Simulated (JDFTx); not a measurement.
## MgO under changes of volume

One of the cells (9.221 Å³/atom); the others are scaled copies at fixed shape and fractional positions:

```
Mg O
1.0
     0.00000    2.09700    2.09700
     2.09700    0.00000    2.09700
     2.09700    2.09700    0.00000
Mg O
1 1
Direct
  0.00000 0.00000 0.00000
  0.50000 0.50000 0.50000
```

The cell is a database's computed one.

* Program: JDFTx 1.7.0 (patched build)
* Functional: LDA
* Potentials or basis: PseudoDojo-SR-LDA-0.4.1-standard with smoothed tails
* Cutoff: 1143 eV
* Density cutoff: 9143 eV
* k mesh: 11 × 11 × 11
* Occupations: fermi-dirac, width 0.05 eV
* Spin: no spin polarisation

```csv
volume (Å³/atom),energy over the lowest point (meV/atom),pressure (GPa),gap on the mesh (eV)
8.668,6.99,6.9,5.46
8.853,1.28,2.9,5.23
9.037,0.00,-0.8,5.02
9.221,2.70,-4.0,4.82
9.406,?,?,?
9.590,18.52,-9.7,4.44
9.775,30.96,-12.1,4.26
```

What does the run at 9.406 Å³/atom give?

Energy over the lowest point 9.00 meV/atom; pressure -7.0 GPa; gap on the mesh 4.62 eV.

Worked out: A Birch-Murnaghan fit of order 3 (a polynomial in V^(-2/3)) to the other rows has its minimum at 9.00 Å³/atom with B0 = V·E''(V) = 172 GPa and B' = 4.2. It gives 9.02 meV/atom at 9.406 Å³/atom, against the run's 9.00, and -dE/dV = -6.9 GPa, against -7.0. A straight line through the other rows of the gap, of slope -9.94 eV per unit of ln V (its deformation potential), gives 4.63 eV, against the run's 4.62.

Energies are extrapolated to zero smearing.
